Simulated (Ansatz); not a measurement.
H started on an O site in rocksalt SrO, 64 atoms, charge +1

All numbers come from Ansatz (PAW, plane waves, no spin–orbit coupling) at the single k point (¼, ¼, ¼) without its symmetry partners. The atoms were relaxed with PBEsol in a fixed cell; other functionals are single points on those atoms unless said otherwise. The valence top and gap of the host come from its small cell on a dense mesh, with the band extrema sought between the mesh points, lined up by the mean potential, PBEsol gap 3.20 eV, HSE06 gap 4.79 eV. The charge correction uses an assumed dielectric constant of 14.5.

Relaxed structure:

```cif
data_structure
_symmetry_space_group_name_H-M 'P 1'
_symmetry_Int_Tables_number 1
_cell_length_a 10.2455
_cell_length_b 10.2455
_cell_length_c 10.2455
_cell_angle_alpha 90.000
_cell_angle_beta 90.000
_cell_angle_gamma 90.000
_cell_volume 1075.47
loop_
_atom_site_label
_atom_site_type_symbol
_atom_site_fract_x
_atom_site_fract_y
_atom_site_fract_z
_atom_site_occupancy
O1 O 0.24963 0.99997 0.99963 1
O2 O 0.24962 0.99998 0.49965 1
O3 O 0.24964 0.49997 0.99965 1
O4 O 0.74962 0.00000 0.99964 1
O5 O 0.74959 0.00000 0.49963 1
O6 O 0.74962 0.49998 0.99961 1
O7 O 0.74953 0.50001 0.49961 1
O8 O 0.00023 0.25057 0.99960 1
O9 O 0.00148 0.25191 0.49960 1
O10 O 0.00026 0.74937 0.99958 1
O11 O 0.00159 0.74804 0.49960 1
O12 O 0.49902 0.25056 0.99961 1
O13 O 0.49764 0.25192 0.49961 1
O14 O 0.49905 0.74937 0.99962 1
O15 O 0.49775 0.74814 0.49963 1
O16 O 0.00023 0.99999 0.25024 1
O17 O 0.00022 0.00000 0.74904 1
O18 O 0.00153 0.49997 0.25151 1
O19 O 0.00156 0.49999 0.74765 1
O20 O 0.49902 0.99999 0.25024 1
O21 O 0.49903 0.99999 0.74903 1
O22 O 0.49769 0.49999 0.25153 1
O23 O 0.49771 0.50001 0.74773 1
O24 O 0.24959 0.25188 0.25151 1
O25 O 0.24960 0.25191 0.74767 1
O26 O 0.24965 0.74805 0.25156 1
O27 O 0.24966 0.74807 0.74771 1
O28 O 0.74962 0.25061 0.25021 1
O29 O 0.74962 0.25059 0.74901 1
O30 O 0.74965 0.74941 0.25020 1
O31 O 0.74965 0.74941 0.74901 1
H1 H 0.24954 0.49998 0.49965 1
Sr1 Sr 0.99865 0.99998 0.99961 1
Sr2 Sr 0.99737 0.99999 0.49964 1
Sr3 Sr 0.99737 0.49998 0.99965 1
Sr4 Sr 0.98923 0.49994 0.49961 1
Sr5 Sr 0.50052 0.00000 0.99965 1
Sr6 Sr 0.50181 0.99998 0.49963 1
Sr7 Sr 0.50180 0.49999 0.99963 1
Sr8 Sr 0.50982 0.50004 0.49966 1
Sr9 Sr 0.24959 0.24776 0.99964 1
Sr10 Sr 0.24954 0.23967 0.49959 1
Sr11 Sr 0.24960 0.75221 0.99964 1
Sr12 Sr 0.24965 0.76029 0.49968 1
Sr13 Sr 0.74957 0.24905 0.99962 1
Sr14 Sr 0.74956 0.24777 0.49963 1
Sr15 Sr 0.74961 0.75092 0.99965 1
Sr16 Sr 0.74956 0.75221 0.49963 1
Sr17 Sr 0.24959 0.99999 0.24741 1
Sr18 Sr 0.24960 0.99998 0.75185 1
Sr19 Sr 0.24956 0.49994 0.23933 1
Sr20 Sr 0.24962 0.50003 0.75996 1
Sr21 Sr 0.74958 0.99997 0.24871 1
Sr22 Sr 0.74959 0.00000 0.75057 1
Sr23 Sr 0.74956 0.49998 0.24742 1
Sr24 Sr 0.74956 0.49999 0.75186 1
Sr25 Sr 0.99941 0.24981 0.24945 1
Sr26 Sr 0.99944 0.24985 0.74977 1
Sr27 Sr 0.99948 0.75013 0.24951 1
Sr28 Sr 0.99945 0.75012 0.74976 1
Sr29 Sr 0.49972 0.24986 0.24951 1
Sr30 Sr 0.49971 0.24985 0.74976 1
Sr31 Sr 0.49973 0.75013 0.24948 1
Sr32 Sr 0.49977 0.75017 0.74980 1
```

Chemical potentials μ are those of reference phases of the elements at zero temperature by the same functional (the usual solids, diamond for C, grey Sn, and the molecules H2, N2, O2, F2, Cl2, Br2 and S8).

| functional | E(defect) − E(host) − Σ nμ + q·E_VBM (eV) | monopole (eV) | alignment (eV) | formation energy at E_F = VBM (eV) | moment (μB) | wall time, shared host |
| --- | --- | --- | --- | --- | --- | --- |
| PBEsol | 2.12 | 0.14 | -0.17 | 2.09 | 0 (no spin) | 7 s on NVIDIA GB300 (relaxation) |

(1) Estimate the formation energy and moment that HSE06 gives on these atoms.

(2) How does the monopole term follow by hand for this cubic cell?

HSE06 one-electron levels near the gap (the ten most localised at most), from the host's valence top, not corrected for the charge's images:

| level (eV) | spin | filling | atoms sharing it | element of the atom with most weight |
| --- | --- | --- | --- | --- |
| -0.22 | both | 2.00 | 20.5 | spread |
| -0.17 | both | 2.00 | 18.1 | O |
| -0.17 | both | 2.00 | 18.1 | O |
| -0.12 | both | 2.00 | 22.1 | spread |
| -0.12 | both | 2.00 | 22.1 | spread |
| -0.11 | both | 2.00 | 22.0 | spread |
| -0.10 | both | 2.00 | 20.1 | spread |
| -0.10 | both | 2.00 | 20.1 | spread |
| -0.06 | both | 2.00 | 22.1 | spread |
| -0.04 | both | 2.00 | 26.9 | spread |

All elements are taken at their own reference at once; growth conditions in equilibrium with the host shift these energies, by up to the host's formation enthalpy.

One k point and a cell of this size can leave errors of several tenths of an eV in such numbers.

## Answers

(1) 1.08 eV at E_F = VBM (1.11 eV before the monopole term 0.14 eV and the alignment -0.17 eV), moment 0 (no spin).

(2) q²·α·e²/(4πε₀)/(2εL) with the Madelung constant α = 2.837 and e²/4πε₀ = 14.40 eV·Å: 1 × 2.837 × 14.40 / (2 × 14.5 × 10.245) = 0.14 eV.
